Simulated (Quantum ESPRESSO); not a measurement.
# PbS (Galena) (Fm-3m) in Quantum ESPRESSO: settings compared

The runs below take PbS (Galena) through phonons, with PBE, LDA.

Program: Quantum ESPRESSO 7.5. These are calculated values, not measurements. Logs are shortened: lines on timing, memory, paths and dates and some standing lists are left out, and cuts for length are marked.

**What was measured.**

From a printed reference work, monograph, for a bulk crystal of PbS at 300 K: high-frequency dielectric constant 17.2.

The runs below are set against these values where they give the same quantity.

### Step 1. The structure

The structure is cubic, space group Fm-3m (No. 225). Conventional cell: a = 5.931 Å, b = 5.931 Å, c = 5.931 Å, α = 90.00°, β = 90.00°, γ = 90.00°. Around Pb (site symmetry m-3m) lie 6 S at 2.97 Å. S (site symmetry m-3m) has 6 Pb at 2.97 Å as nearest neighbours.

### Step 2. Phonons, PBE, target pressure 10 GPa, at which the enthalpy is minimised

pw.in

```
&CONTROL
  calculation = 'scf'
  prefix = 'pwscf'
  outdir = './tmp'
  pseudo_dir = './pseudo'
  tprnfor = .true.
  tstress = .true.
  disk_io = 'low'
/
&SYSTEM
  ibrav = 0
  nat = 2
  ntyp = 2
  ecutwfc = 56
  nbnd = 16
  occupations = 'smearing'
  smearing = 'fd'
  degauss = 0.00367493
/
&ELECTRONS
  conv_thr = 4d-10
  electron_maxstep = 120
  mixing_beta = 0.5
/
ATOMIC_SPECIES
Pb   207.2000 Pb.upf
S     32.0600 S.upf
CELL_PARAMETERS angstrom
   0.0000000000    2.9657500000    2.9657500000
   2.9657500000    0.0000000000    2.9657500000
   2.9657500000    2.9657500000    0.0000000000
ATOMIC_POSITIONS crystal
Pb     0.0000000000    0.0000000000    0.0000000000
S      0.5000000000    0.5000000000    0.5000000000
K_POINTS automatic
4 4 4 1 1 1
```

relax.in

```
&CONTROL
  calculation = 'vc-relax'
  prefix = 'pwscf'
  outdir = './tmp'
  pseudo_dir = './pseudo'
  tprnfor = .true.
  tstress = .true.
  disk_io = 'low'
  nstep = 40
  forc_conv_thr = 0.0001
  etot_conv_thr = 1d-06
/
&SYSTEM
  ibrav = 0
  nat = 2
  ntyp = 2
  ecutwfc = 56
  nbnd = 16
  occupations = 'smearing'
  smearing = 'fd'
  degauss = 0.00367493
/
&ELECTRONS
  conv_thr = 4d-10
  electron_maxstep = 120
  mixing_beta = 0.5
/
&IONS
  ion_dynamics = 'bfgs'
/
&CELL
  cell_dynamics = 'bfgs'
  press = 100
  press_conv_thr = 0.2
/
ATOMIC_SPECIES
Pb   207.2000 Pb.upf
S     32.0600 S.upf
CELL_PARAMETERS angstrom
   0.0000000000    2.9657500000    2.9657500000
   2.9657500000    0.0000000000    2.9657500000
   2.9657500000    2.9657500000    0.0000000000
ATOMIC_POSITIONS crystal
Pb     0.0000000000    0.0000000000    0.0000000000
S      0.5000000000    0.5000000000    0.5000000000
K_POINTS automatic
4 4 4 1 1 1
```

gamma.in

```
&CONTROL
  calculation = 'bands'
  prefix = 'pwscf'
  outdir = './tmp'
  pseudo_dir = './pseudo'
  disk_io = 'low'
  verbosity = 'high'
/
&SYSTEM
  ibrav = 0
  nat = 2
  ntyp = 2
  ecutwfc = 56
  nbnd = 16
  occupations = 'smearing'
  smearing = 'fd'
  degauss = 0.00367493
/
&ELECTRONS
  conv_thr = 1d-08
  electron_maxstep = 120
  mixing_beta = 0.5
  diago_full_acc = .true.
  startingwfc = 'random'
/
ATOMIC_SPECIES
Pb   207.2000 Pb.upf
S     32.0600 S.upf
CELL_PARAMETERS angstrom
   0.0000000000    2.8658413159    2.8658413159
   2.8658413159    0.0000000000    2.8658413159
   2.8658413159    2.8658413159    0.0000000000
ATOMIC_POSITIONS crystal
Pb     0.0000000000    0.0000000000    0.0000000000
S      0.5000000000    0.5000000000    0.5000000000
K_POINTS crystal
1
0.0 0.0 0.0 1
```

scf2.in

```
&CONTROL
  calculation = 'scf'
  prefix = 'pwscf'
  outdir = './tmp'
  pseudo_dir = './pseudo'
  tprnfor = .true.
  tstress = .true.
  disk_io = 'low'
/
&SYSTEM
  ibrav = 0
  nat = 2
  ntyp = 2
  ecutwfc = 56
  nbnd = 16
  occupations = 'fixed'
/
&ELECTRONS
  conv_thr = 1d-13
  electron_maxstep = 120
  mixing_beta = 0.5
  startingpot = 'file'
/
ATOMIC_SPECIES
Pb   207.2000 Pb.upf
S     32.0600 S.upf
CELL_PARAMETERS angstrom
   0.0000000000    2.8658413159    2.8658413159
   2.8658413159    0.0000000000    2.8658413159
   2.8658413159    2.8658413159    0.0000000000
ATOMIC_POSITIONS crystal
Pb     0.0000000000    0.0000000000    0.0000000000
S      0.5000000000    0.5000000000    0.5000000000
K_POINTS automatic
4 4 4 1 1 1
```

ph.in

```
phonons of PbS
&INPUTPH
  prefix = 'pwscf'
  outdir = './tmp'
  tr2_ph = 1d-18
  fildyn = 'dyn'
  niter_ph = 90
  alpha_mix(1) = 0.7
  epsil = .true.
/
0.0000000000 0.0000000000 0.0000000000
```

dynmat.in

```
&INPUT
  fildyn = 'dyn'
  asr = 'crystal'
  lperm = .true.
  filout = 'dynmat.disp'
  fileig = 'dynmat.eig'
/
```

dynmat_lo.in

```
&INPUT
  fildyn = 'dyn'
  asr = 'crystal'
  filout = 'dynmat_lo.disp'
  fileig = 'dynmat_lo.eig'
  q(1) = 0
  q(2) = 0
  q(3) = 1
/
```

Potentials or basis: PseudoDojo 0.4.1 SR PBE standard.

Run with:

```sh
$ OMP_NUM_THREADS=1 pw.x -in pw.in > pw.out
$ OMP_NUM_THREADS=1 pw.x -in relax.in > relax.out
$ OMP_NUM_THREADS=1 pw.x -in gamma.in > gamma.out
$ OMP_NUM_THREADS=1 pw.x -in scf2.in > scf2.out
$ OMP_NUM_THREADS=1 ph.x -in ph.in > ph.out
$ OMP_NUM_THREADS=1 dynmat.x -in dynmat.in > dynmat.out
$ OMP_NUM_THREADS=1 dynmat.x -in dynmat_lo.in > dynmat_lo.out
```

pw.out:

```text
This program is part of the open-source Quantum ESPRESSO suite
     for quantum simulation of materials; please cite
[... 9 lines left out ...]
     --------------------
     sticks:   dense  smooth     PW     G-vecs:    dense   smooth      PW
     Sum         955     955    295                19891    19891    3287

     Using Slab Decomposition

     bravais-lattice index     =            0
     lattice parameter (alat)  =       7.9259  a.u.
     unit-cell volume          =     352.0710 (a.u.)^3
     number of atoms/cell      =            2
     number of atomic types    =            2
     number of electrons       =        20.00
     number of Kohn-Sham states=           16
     kinetic-energy cutoff     =      56.0000  Ry
     charge density cutoff     =     224.0000  Ry
     scf convergence threshold =      4.0E-10
     mixing beta               =       0.5000
     number of iterations used =            8  plain     mixing
     Exchange-correlation= PBE
                           (   1   4   3   4   0   0   0)

     celldm(1)=   7.925897  celldm(2)=   0.000000  celldm(3)=   0.000000
     celldm(4)=   0.000000  celldm(5)=   0.000000  celldm(6)=   0.000000

[... 8 lines left out ...]
               b(3) = (  0.707107  0.707107 -0.707107 )

     PseudoPot. # 1 for Pb read from file:
     Pb.upf
     Pseudo is Norm-conserving + core correction, Zval = 14.0
     Generated using ONCVPSP code by D. R. Hamann
     Using radial grid of 1678 points,  6 beta functions with:
                l(1) =   0
                l(2) =   0
                l(3) =   1
                l(4) =   1
                l(5) =   2
                l(6) =   2

     PseudoPot. # 2 for S  read from file:
     S.upf
     Pseudo is Norm-conserving + core correction, Zval =  6.0
     Generated using ONCVPSP code by D. R. Hamann
     Using radial grid of 1146 points,  6 beta functions with:
                l(1) =   0
                l(2) =   0
                l(3) =   1
                l(4) =   1
                l(5) =   2
                l(6) =   2

     atomic species   valence    mass     pseudopotential
     Pb               14.00   207.20000     Pb( 1.00)
     S                 6.00    32.06000     S ( 1.00)

     48 Sym. Ops., with inversion, found

   Cartesian axes

     site n.     atom                  positions (alat units)
         1        Pb     tau(   1) = (   0.0000000   0.0000000   0.0000000  )
         2        S      tau(   2) = (   0.7071068   0.7071068   0.7071068  )

     number of k points=    10  Fermi-Dirac smearing, width (Ry)=  0.0037
                       cart. coord. in units 2pi/alat
        k(    1) = (   0.0883883   0.0883883   0.0883883), wk =   0.0625000
        k(    2) = (   0.2651650   0.2651650  -0.0883883), wk =   0.1875000
        k(    3) = (  -0.2651650  -0.2651650   0.4419417), wk =   0.1875000
        k(    4) = (  -0.0883883  -0.0883883   0.2651650), wk =   0.1875000
        k(    5) = (   0.4419417   0.0883883   0.0883883), wk =   0.1875000
        k(    6) = (  -0.0883883  -0.4419417   0.6187184), wk =   0.3750000
        k(    7) = (   0.0883883  -0.2651650   0.4419417), wk =   0.3750000
        k(    8) = (  -0.6187184   0.0883883   0.0883883), wk =   0.1875000
        k(    9) = (   0.2651650   0.2651650   0.2651650), wk =   0.0625000
        k(   10) = (  -0.2651650  -0.2651650   0.7954951), wk =   0.1875000

     Dense  grid:    19891 G-vectors     FFT dimensions: (  40,  40,  40)

     Initial potential from superposition of free atoms

     starting charge      19.9978, renormalised to      20.0000
     Starting wfcs are   13 randomized atomic wfcs +    3 random wfcs

     Self-consistent Calculation

     iteration #  1     ecut=    56.00 Ry     beta= 0.50
     Davidson diagonalization with overlap
     ethr =  1.00E-02,  avg # of iterations =  5.7

     Threshold (ethr) on eigenvalues was too large:
     Diagonalizing with lowered threshold

     Davidson diagonalization with overlap
     ethr =  6.43E-04,  avg # of iterations =  1.4

     total energy              =    -162.88221343 Ry
     estimated scf accuracy    <       0.12495225 Ry

     iteration #  2     ecut=    56.00 Ry     beta= 0.50
     Davidson diagonalization with overlap
     ethr =  6.25E-04,  avg # of iterations =  2.1

     total energy              =    -162.91603329 Ry
     estimated scf accuracy    <       0.01637509 Ry

     iteration #  3     ecut=    56.00 Ry     beta= 0.50
     Davidson diagonalization with overlap
     ethr =  8.19E-05,  avg # of iterations =  3.7

     total energy              =    -162.91912670 Ry
     estimated scf accuracy    <       0.00097374 Ry

     iteration #  4     ecut=    56.00 Ry     beta= 0.50
     Davidson diagonalization with overlap
     ethr =  4.87E-06,  avg # of iterations =  6.6

     total energy              =    -162.91921327 Ry
     estimated scf accuracy    <       0.00002725 Ry

     iteration #  5     ecut=    56.00 Ry     beta= 0.50
     Davidson diagonalization with overlap
     ethr =  1.36E-07,  avg # of iterations =  1.9

     total energy              =    -162.91919503 Ry
     estimated scf accuracy    <       0.00004857 Ry

     iteration #  6     ecut=    56.00 Ry     beta= 0.50
     Davidson diagonalization with overlap
     ethr =  1.36E-07,  avg # of iterations =  2.0

     total energy              =    -162.91919658 Ry
     estimated scf accuracy    <       0.00000308 Ry

     iteration #  7     ecut=    56.00 Ry     beta= 0.50
     Davidson diagonalization with overlap
     ethr =  1.54E-08,  avg # of iterations =  2.0

     total energy              =    -162.91919699 Ry
     estimated scf accuracy    <       0.00000016 Ry

     iteration #  8     ecut=    56.00 Ry     beta= 0.50
     Davidson diagonalization with overlap
     ethr =  8.17E-10,  avg # of iterations =  2.2

     total energy              =    -162.91919702 Ry
     estimated scf accuracy    <       0.00000002 Ry

     iteration #  9     ecut=    56.00 Ry     beta= 0.50
     Davidson diagonalization with overlap
     ethr =  8.57E-11,  avg # of iterations =  2.7

     total energy              =    -162.91919702 Ry
     estimated scf accuracy    <          6.9E-10 Ry

     iteration # 10     ecut=    56.00 Ry     beta= 0.50
     Davidson diagonalization with overlap
     ethr =  3.47E-12,  avg # of iterations =  2.8

     End of self-consistent calculation

          k = 0.0884 0.0884 0.0884 (  2508 PWs)   bands (ev):

    -8.1019  -8.0995  -8.0995  -8.0855  -8.0855  -4.7591   2.2129   6.5820
     6.5820   6.8781  12.6949  13.1299  13.1299  15.3997  15.7890  15.7890

          k = 0.2652 0.2652-0.0884 (  2492 PWs)   bands (ev):

    -8.1120  -8.1058  -8.0981  -8.0772  -8.0663  -4.1250   0.8709   5.8359
     6.9854   8.1081  10.1220  11.1592  12.6110  16.1183  16.5175  18.3072

          k =-0.2652-0.2652 0.4419 (  2490 PWs)   bands (ev):

    -8.1330  -8.1096  -8.0958  -8.0639  -8.0520  -3.5970   0.0376   6.1479
     6.5654   7.7254   9.9957  11.2516  11.7211  16.5445  18.7493  18.9979

          k =-0.0884-0.0884 0.2652 (  2518 PWs)   bands (ev):

    -8.1138  -8.1059  -8.0924  -8.0837  -8.0714  -4.4161   1.5114   6.2337
     6.3117   7.6917  10.7182  12.7189  12.9863  14.6379  17.0507  17.3678

          k = 0.4419 0.0884 0.0884 (  2487 PWs)   bands (ev):

    -8.1687  -8.1150  -8.0781  -8.0639  -8.0550  -3.8168   1.0554   5.5943
     5.7597   6.2254  11.7956  12.8365  13.3147  14.1654  19.0937  19.1177

          k =-0.0884-0.4419 0.6187 (  2494 PWs)   bands (ev):

    -8.1908  -8.1004  -8.0835  -8.0678  -8.0461  -3.2615   0.6598   4.3097
     4.9661   7.1772  11.2809  12.9826  13.4656  15.6903  17.9817  20.3055

          k = 0.0884-0.2652 0.4419 (  2480 PWs)   bands (ev):

    -8.1489  -8.1004  -8.0945  -8.0684  -8.0569  -3.6417   0.4970   5.2712
     6.0533   7.5335  10.5422  11.9052  12.8152  15.7724  18.4654  19.0032

          k =-0.6187 0.0884 0.0884 (  2482 PWs)   bands (ev):

    -8.2208  -8.1211  -8.0660  -8.0486  -8.0450  -3.2930   1.1515   3.9457
     5.4415   5.6075  12.6127  13.7423  13.7953  14.3446  20.1621  20.2252

          k = 0.2652 0.2652 0.2652 (  2488 PWs)   bands (ev):

    -8.1147  -8.1147  -8.0997  -8.0596  -8.0596  -3.9102   0.2896   6.8480
     6.8480   8.1800   9.8127  11.0087  11.0087  16.4538  17.8877  17.8877

          k =-0.2652-0.2652 0.7955 (  2493 PWs)   bands (ev):

    -8.1600  -8.0955  -8.0878  -8.0724  -8.0570  -3.4009   0.3134   4.6755
     6.3316   7.1189  10.8753  11.7041  13.1416  16.5406  18.0877  18.2206

     the Fermi energy is     9.0078 ev

!    total energy              =    -162.91919702 Ry
     estimated scf accuracy    <          1.1E-11 Ry
     smearing contrib. (-TS)   =      -0.00000000 Ry
     internal energy E=F+TS    =    -162.91919702 Ry

     The total energy is F=E-TS. E is the sum of the following terms:
     one-electron contribution =     -35.82408600 Ry
     hartree contribution      =      30.47606901 Ry
     xc contribution           =     -46.34153594 Ry
     ewald contribution        =    -111.22964409 Ry

     convergence has been achieved in  10 iterations

     Forces acting on atoms (cartesian axes, Ry/au):

     atom    1 type  1   force =     0.00000000    0.00000000   -0.00000000
     atom    2 type  2   force =     0.00000000    0.00000000   -0.00000000

     Total force =     0.000000     Total SCF correction =     0.000000

     Computing stress (Cartesian axis) and pressure

          total   stress  (Ry/bohr**3)                   (kbar)     P=       21.00
   0.00014274   0.00000000   0.00000000           21.00        0.00        0.00
   0.00000000   0.00014274   0.00000000            0.00       21.00        0.00
   0.00000000   0.00000000   0.00014274            0.00        0.00       21.00

=------------------------------------------------------------------------------=
   JOB DONE.
=------------------------------------------------------------------------------=
```

It took 2.7 min on 1 thread of Arm Neoverse V2, shared host; peak memory 0.07 GiB.

Results:

| Quantity | Value |
| --- | --- |
| Free energy | -2216.4465 eV |
| Relaxed volume | 23.54 Å³/atom |
| Relaxed cell | a = 4.053 Å, b = 4.053 Å, c = 4.053 Å, α = 60.00°, β = 60.00°, γ = 60.00° |
| Space group after relaxing (to 0.05 Å) | Fm-3m (No. 225) |
| Pressure after relaxing | 10.0 GPa |
| Electronic dielectric tensor (diagonal) | 13.92 |
| Born charges (mean of the diagonal) | Pb +4.66; S -4.15 e |
| Highest phonon frequency at Γ, LO-TO splitting left out | 142 cm⁻¹ |
| Static dielectric tensor (diagonal) | 50.22 |

Step by step:
```
step  energy change (eV)  largest force (eV/Å)  pressure (GPa)  volume (Å³)
   1              0.0000                0.0000            2.10        52.17
   2              0.0443                0.0000            4.84        50.10
   3              0.1807                0.0000            9.97        47.09
   4              0.1818                0.0000           10.00        47.07
```

Final structure:
```xyz
2
Lattice="0.0000 2.8658 2.8658 2.8658 0.0000 2.8658 2.8658 2.8658 0.0000" Properties=species:S:1:pos:R:3 pbc="T T T"
Pb    0.0000    0.0000    0.0000
S     2.8658    2.8658    2.8658
```

Phonon frequencies in cm⁻¹ (negative: imaginary):
| q point | frequencies |
| --- | --- |
| (0.000, 0.000, 0.000) | -1 -1 -1 142 142 142 |

Electronic dielectric tensor:
```
13.92  0.00  0.00
 0.00 13.92  0.00
 0.00  0.00 13.92
```

Born effective charge tensors (e):
atom 1, Pb
```
4.66 0.00 0.00
0.00 4.66 0.00
0.00 0.00 4.66
```
atom 2, S
```
-4.15  0.00  0.00
 0.00 -4.15  0.00
 0.00  0.00 -4.15
```

Optical modes at Γ, degenerate ones joined, polar ones without the macroscopic field:
| cm⁻¹ | components | symmetry | active in | IR intensity, summed ((D/Å)²/amu) |
| --- | --- | --- | --- | --- |
| 142 | 3 | T1u | IR | 48.37 |

Zone-centre frequencies without and with the macroscopic field along z (cm⁻¹):
```
                optical modes in rising order
       without                    142 142 142
with the field                    142 142 269
```

Static dielectric tensor, electrons and zone-centre modes:
```
50.22  0.00  0.00
 0.00 50.22  0.00
 0.00  0.00 50.22
```

Caveat: the mesh is thin for the dielectric tensor, Born charges and intensities, which usually come out too large; the cell is more than 3 GPa from zero pressure, which shifts response properties; the Born charges break their sum rule by 0.51 e, a sign of too thin a mesh. The run has no spin-orbit coupling, so splittings on Pb are missing.

[end of part 1 of 4]
